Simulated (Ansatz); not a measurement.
# BaTiO3: stiffness from a series of strains

```xyz
5
Lattice="3.9998 0.0000 0.0000 0.0000 3.9998 0.0000 0.0000 0.0000 4.0180" Properties=species:S:1:pos:R:3 pbc="T T T"
Ba    0.0000    0.0000    0.0000
Ti    1.9999    1.9999    2.0090
O     1.9999    1.9999    0.0000
O     1.9999    0.0000    2.0090
O     0.0000    1.9999    2.0090
```

Atom numbers follow the list: Ba1, Ti2, O3, O4, O5.

The cell comes from COD entry 2100860, which wasn't checked; take it as a given geometry.

No spin–orbit coupling, which matters for the heavy atoms here.

The calculation used DFT, PBEsol, all-electron LAPW, scalar-relativistic in Ansatz 0.2.0.

Settings: a Γ-centred 7×7×7 k mesh, Fermi–Dirac smearing of 0.03 eV, basis error target 1 meV/atom, no spin polarisation.

The strain is applied along the Cartesian axes of the cell as listed (γ is the engineering shear, twice εxy = εyz = εzx). Fractional coordinates are held (clamped ions).

σ is the change of stress from the unstrained cell, which is at -4.58 GPa; tension is positive, so slopes are stress–strain coefficients at that pressure.

Only quantities that a quadratic follows smoothly over the whole series are listed; rougher ones are left out.

| γ | σxy (GPa) | σyz (GPa) |
| --- | --- | --- |
| -0.0300 | -3.64 | -3.64 |
| -0.0200 | -2.42 | -2.41 |
| 0.0000 | 0.00 | 0.00 |
| 0.0100 | 1.19 | 1.19 |
| 0.0200 | 2.38 | 2.37 |
| 0.0300 | 3.55 | 3.54 |

Q: Fit the series and read off the stiffness at zero strain.

A: Least-squares fits y = p0 + p1 x + p2 x² to the rows give σxy (GPa): p1 = 120, p2 = -48; σyz (GPa): p1 = 120, p2 = -56.

Q: One run, at γ = -0.0100, is withheld. Predict its row.

A: The fits give -1.21, -1.20; the run gave -1.20, -1.20.
